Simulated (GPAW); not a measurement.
# GaSb (F-43m) in GPAW: settings compared, part 2 of 3

GPAW 26.7.0.

### Step 4. Equation of state, optPBE-vdW

run.py

```python
from ase.eos import EquationOfState
from ase.io import Trajectory, read
from ase.units import GPa
from gpaw import GPAW, PW

atoms = read('GaSb.xyz')

traj = Trajectory('eos.traj', 'w')
volumes, energies = [], []
for x in [0.94, 0.96, 0.98, 1.0, 1.02, 1.04, 1.06]:
    a = atoms.copy()
    a.set_cell(atoms.cell * x**(1 / 3), scale_atoms=True)
    calc = GPAW(mode=PW(600),
                xc={'name': 'optPBE-vdW', 'backend': 'libvdwxc'},
                kpts={'size': (6, 6, 6), 'gamma': True},
                occupations={'name': 'fermi-dirac', 'width': 0.05},
                nbands=18,
                convergence={'density': 1e-05, 'energy': 1e-05},
                maxiter=150,
                txt=f'eos-{x:.2f}.txt')
    a.calc = calc
    energies.append(a.get_potential_energy(force_consistent=True))
    volumes.append(a.get_volume())
    calc.write(f'eos-{x:.2f}.gpw')
    traj.write(a)
    print(f'{x:.2f} {volumes[-1]:10.4f} A^3 {energies[-1]:14.6f} eV', flush=True)

v0, e0, B = EquationOfState(volumes, energies, eos='birchmurnaghan').fit()
print(f'V0 = {v0:.4f} A^3, E0 = {e0:.6f} eV, B0 = {B / GPa:.2f} GPa')
```

GaSb.xyz

```xyz
2
Lattice="0.0000000000 3.0590000000 3.0590000000 3.0590000000 0.0000000000 3.0590000000 3.0590000000 3.0590000000 0.0000000000" Properties=species:S:1:pos:R:3 pbc="T T T"
Sb     4.5885000000      4.5885000000      4.5885000000
Ga     0.0000000000      0.0000000000      0.0000000000
```

Potentials or basis: GPAW PAW data sets (gpaw-data 1.2.1), pw.

Started as:

```
$ OMP_NUM_THREADS=1 python run.py
```

The program printed:

```text
__  _  _
 | _ |_)|_||  |
 |__||  | ||/\| - 26.7.0

Input parameters:
  mode=PW(ecut=600.0),
  convergence={'density': 1e-05, 'energy': 1e-05},
  kpts=MonkhorstPack(size=(6, 6, 6), gamma=True),
  maxiter=150,
  nbands=18,
  occupations=Occupations(name='fermi-dirac', width=0.05),
  xc=XC(name='optPBE-vdW', backend='libvdwxc')

Diagonalizing LCAO Hamiltonian
Converting LCAO to pw mode

                     Sb

       Ga

Atoms  # Å, Bohr magnetons
|   | symbol |        x |        y |        z |    initial magnetic moments |
|---|--------|----------|----------|----------|-----------------------------|
| 0 |     Sb | 4.526486 | 4.526486 | 4.526486 | ( 0.0000,  0.0000,  0.0000) |
| 1 |     Ga | 0.000000 | 0.000000 | 0.000000 | ( 0.0000,  0.0000,  0.0000) |

Unit cell  # Å
| periodic |        x |        y |        z |  lengths |    angles |
|----------|----------|----------|----------|----------|-----------|
|      yes | 0.000000 | 3.017657 | 3.017657 | 4.267612 | 60.000000 |
|      yes | 3.017657 | 0.000000 | 3.017657 | 4.267612 | 60.000000 |
|      yes | 3.017657 | 3.017657 | 0.000000 | 4.267612 | 60.000000 |

Number of symmetries: 24
Symmetry operations  # r_c * U_cc + t_c -> r_c
|    | kind |            matrix            |
|----|------|------------------------------|
|  0 |  E   |  1, 0, 0,  0, 1, 0,  0, 0, 1 |
|  1 |  σ   |  1, 0, 0,  0, 0, 1,  0, 1, 0 |
|  2 |  σ   |  1, 0,-1,  0, 1,-1,  0, 0,-1 |
|  3 |  C3  |  1, 0,-1,  0, 0,-1,  0, 1,-1 |
|  4 |  C3  |  1,-1, 0,  0,-1, 1,  0,-1, 0 |
|  5 |  σ   |  1,-1, 0,  0,-1, 0,  0,-1, 1 |
|  6 |  σ   |  0, 1, 0,  1, 0, 0,  0, 0, 1 |
|  7 |  C3  |  0, 1, 0,  0, 0, 1,  1, 0, 0 |
|  8 |  C2  |  0, 1,-1,  1, 0,-1,  0, 0,-1 |
|  9 |  S4  |  0, 1,-1,  0, 0,-1,  1, 0,-1 |
| 10 |  C3  |  0, 0, 1,  1, 0, 0,  0, 1, 0 |
| 11 |  σ   |  0, 0, 1,  0, 1, 0,  1, 0, 0 |
| 12 |  S4  |  0, 0,-1,  1, 0,-1,  0, 1,-1 |
| 13 |  C3  |  0, 0,-1,  0, 1,-1,  1, 0,-1 |
| 14 |  S4  |  0,-1, 1,  1,-1, 0,  0,-1, 0 |
| 15 |  C2  |  0,-1, 1,  0,-1, 0,  1,-1, 0 |
| 16 |  C3  |  0,-1, 0,  1,-1, 0,  0,-1, 1 |
| 17 |  S4  |  0,-1, 0,  0,-1, 1,  1,-1, 0 |
| 18 |  S4  | -1, 1, 0, -1, 0, 1, -1, 0, 0 |
| 19 |  C3  | -1, 1, 0, -1, 0, 0, -1, 0, 1 |
| 20 |  C3  | -1, 0, 1, -1, 1, 0, -1, 0, 0 |
| 21 |  S4  | -1, 0, 1, -1, 0, 0, -1, 1, 0 |
| 22 |  σ   | -1, 0, 0, -1, 1, 0, -1, 0, 1 |
| 23 |  C2  | -1, 0, 0, -1, 0, 1, -1, 1, 0 |

BZ-sampling:
  Number of BZ points: 216
  Number of IBZ points: 16

  Monkhorst-Pack size: [6, 6, 6]
  Monkhorst-Pack shift: [0.08333333333333333, 0.08333333333333333, 0.08333333333333333]

K-points  # in reciprocal-cell coordinates
|     |                                coordinates |     weight |
|-----|--------------------------------------------|------------|
|   0 | (  0.00000000,   0.00000000,   0.00000000) | 0.00462963 |
|   1 | (  0.16666667,   0.16666667,   0.00000000) | 0.02777778 |
|   2 | (  0.16666667,   0.16666667,   0.16666667) | 0.03703704 |
[... 56 lines left out ...]

    Using partial waves for Sb as LCAO basis

  Ga:
    name:    Gallium
    Z:       31.0
    valence: 3
    core:    28
    charge:  0.0  # [|e|]
    compensation charges:
      type: gauss
      rc: 0.37  # [Å]
      lmax: 2
    cutoffs:
      filter: 2.06  # [Å]
      core: 4.17  # [Å]
    projectors
    | kind |    occ | energy [eV] | rcut [Å] |
    |------|--------|-------------|----------|
    |   4s |  2.000 |      -8.945 |    1.164 |
    |   4p |  1.000 |      -2.580 |    1.164 |
    |    s |        |      18.266 |    1.164 |
    |    p |        |      24.631 |    1.164 |
    |    d |        |       0.000 |    1.164 |

    Using partial waves for Ga as LCAO basis

Reference energy: -229166.229777  # eV

eigensolver:
  PPCG
  Converge bands: occupied
  niter=2

density mixing:
  MSR1-Mixer
  Pratt-step length: 0.05
  Maximum mixing coefficient: 0.75
  Old densities: 10
  SVD Regularization: 0.005
  Good broyden scale: 1.0
  Trust region scale: 1.0
  Backstep threshold: 4.0
  History deletion threshold: 6.0
  Fourier metric: weight=20.0, sigma=0.015

occupation numbers:
  Fermi-Dirac:
    width: 0.0500  # eV

poisson solver:
  ecut: 4800.0  # eV

xc functional:
  name: vdW-optPBE with libvdwxc
  Mode: serial
  Semilocal: GGA_X_OPTPBE_VDW+LDA_C_PW with 2 nearest neighbor stencil
  Corresponding non-local functional: vdW-DF
  Local blocksize: 50 x 50 x 50
  PAW datasets: PBE

convergence criteria:
[... 6 lines left out ...]
|iter     | |      energy | eigst |  dens |
|---------|-|-------------|-------|-------|
|iter:   1| |  -44.713206 | +0.16 |       |
|iter:   2| |  -44.716742 | -2.08 | -1.29 |
|iter:   3| |  -44.705820 | -2.34 | -1.31 |
|iter:   4| |  -44.708055 | -3.08 | -1.88 |
|iter:   5| |  -44.708339 | -4.50 | -2.65 |
|iter:   6| |  -44.708372 | -5.29 | -3.19 |
|iter:   7| |  -44.708372c| -6.64 | -4.10 |
|iter:   8| |  -44.708373c| -7.61c| -4.53 |
|iter:   9| |  -44.708373c| -8.38c| -5.53c|

Converged in 9 steps
Energy contributions relative to reference atoms: (reference = -229166.229777)

Energy contributions:
  Kinetic:          21.013769
  Coulomb:         -18.149604
  Zero:             -0.004249
  External:          0.000000
  Xc:              -47.568177
  Entropy:          -0.000224
  Spinorbit:         0.000000
  ----------------------------
  Free energy:     -44.708484
  Extrapolated:    -44.708373

dipole moment: (-10.767096, -10.767096, -10.767096)  # |e|*Ang

Fermi level: 5.541
Eigenvalues  # (at kpt = [0.000, 0.000, 0.000])
| band index |      eig [eV] | occ [0-2] |
|------------|---------------|-----------|
|          0 |       -23.735 |     2.000 |
|          1 |       -23.735 |     2.000 |
|          2 |       -23.735 |     2.000 |
|          3 |       -23.714 |     2.000 |
|          4 |       -23.714 |     2.000 |
|          5 |        -6.392 |     2.000 |
[... 10 lines left out ...]
|         16 |        14.931 |     0.000 |
|         17 |        14.931 |     0.000 |

Gap: 0.359 eV
Transition (v -> c):
  (s=0, k=0, n=8, [0.00, 0.00, 0.00]) -> (s=0, k=0, n=9, [0.00, 0.00, 0.00])
No difference between direct/indirect transitions
# Writing to eos-0.96.gpw (mode='')
```

stdout:

```text
0.94    53.8141 A^3     -44.658996 eV
0.96    54.9591 A^3     -44.708484 eV
0.98    56.1041 A^3     -44.747243 eV
1.00    57.2491 A^3     -44.776826 eV
1.02    58.3941 A^3     -44.798772 eV
1.04    59.5390 A^3     -44.813200 eV
1.06    60.6840 A^3     -44.820677 eV
<dir> UserWarning: The minimum volume of your fit is not in your volumes.  You may not have a minimum in your dataset!
  warnings.warn(
V0 = 61.6442 A^3, E0 = -44.822711 eV, B0 = 40.33 GPa
```

eos-0.94.txt:

```text
SCF iterations
|iter     | |      energy | eigst |  dens |
|---------|-|-------------|-------|-------|
|iter:   1| |  -44.666882 | +0.16 |       |
|iter:   2| |  -44.669991 | -2.06 | -1.28 |
|iter:   3| |  -44.656541 | -2.34 | -1.31 |
|iter:   4| |  -44.658640 | -3.08 | -1.88 |
|iter:   5| |  -44.658921 | -4.47 | -2.66 |
|iter:   6| |  -44.658951 | -5.30 | -3.20 |
|iter:   7| |  -44.658951c| -6.70 | -4.14 |
|iter:   8| |  -44.658952c| -7.69c| -4.56 |
|iter:   9| |  -44.658952c| -8.43c| -5.60c|

Converged in 9 steps
Energy contributions relative to reference atoms: (reference = -229166.229777)

Energy contributions:
  Kinetic:          23.530623
  Coulomb:         -20.230234
  Zero:             -0.003182
  External:          0.000000
  Xc:              -47.956114
  Entropy:          -0.000090
  Spinorbit:         0.000000
  ----------------------------
  Free energy:     -44.658996
  Extrapolated:    -44.658952

dipole moment: (-10.619292, -10.619292, -10.619292)  # |e|*Ang

Fermi level: 5.832
Eigenvalues  # (at kpt = [0.000, 0.000, 0.000])
| band index |      eig [eV] | occ [0-2] |
|------------|---------------|-----------|
|          0 |       -23.544 |     2.000 |
|          1 |       -23.544 |     2.000 |
|          2 |       -23.544 |     2.000 |
|          3 |       -23.521 |     2.000 |
|          4 |       -23.521 |     2.000 |
|          5 |        -6.318 |     2.000 |
[... 10 lines left out ...]
|         16 |        15.179 |     0.000 |
|         17 |        15.179 |     0.000 |

Gap: 0.518 eV
Transition (v -> c):
  (s=0, k=0, n=8, [0.00, 0.00, 0.00]) -> (s=0, k=0, n=9, [0.00, 0.00, 0.00])
No difference between direct/indirect transitions
# Writing to eos-0.94.gpw (mode='')
```

Wall time 2.1 min (1 thread of AMD EPYC, shared host); peak memory 0.36 GiB.

Results:

* Equilibrium volume: 30.82 Å³/atom (rough: see the caveat)
* Bulk modulus: 40 GPa (rough)

Energy against volume, from the lowest point:
| volume (Å³/atom) | energy (meV/atom) |
| --- | --- |
| 26.907 | 80.84 |
| 27.480 | 56.10 |
| 28.052 | 36.72 |
| 28.625 | 21.93 |
| 29.197 | 10.95 |
| 29.770 | 3.74 |
| 30.342 | 0.00 |

Caveat: the minimum lies outside the volumes run; the PAW data sets were made with another functional, which shifts forces and pressure a little. The run has no spin-orbit coupling, so splittings on Sb are missing.

(Continued in part 3 of 3.)
